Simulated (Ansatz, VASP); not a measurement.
## NaS3: VASP beside Ansatz

```
Na S
1.0
     0.00000    3.32463    3.32463
     3.32463    0.00000    3.32463
     3.32463    3.32463    0.00000
Na S
1 3
Direct
  0.00000 0.00000 0.00000
  0.50000 0.50000 0.50000
  0.25000 0.25000 0.25000
  0.75000 0.75000 0.75000
```

Change from the starting cell: species swapped into the AlCu3 type (Fm-3m, No. 225).

Alike in both runs: task relaxation of cell and atoms; functional PBE; k mesh 12 × 12 × 12; occupations gaussian, width 0.1 eV; no spin polarisation.

|  | VASP | Ansatz |
| --- | --- | --- |
| version | VASP 6.6.1 | Ansatz 0.2.0 |
| potentials or method | VASP PAW PBE potentials, release 64 (Na_pv, S) | scalar-relativistic, plane waves, PAW |
| plane-wave cutoff (eV) | 600 | 420 |
| valence electrons in the cell | 25 | 27 |

Ansatz gave:

| Item | Value |
| --- | --- |
| gap on the k mesh at the Fermi level, each at its own relaxed structure (eV) | none |
| relaxed volume (Å³/atom) | 18.26 |
| relaxed cell length with the largest relative difference (Å) | 4.692 |

Q: What did VASP give for the same quantities?

A: gap on the k mesh at the Fermi level, each at its own relaxed structure (eV): none; relaxed volume (Å³/atom): 18.29; relaxed cell length with the largest relative difference (Å): 4.694.

A gap of «none» marks a metal or a gap that the smearing closes. The two sets of potentials don't hold the same shells in valence.
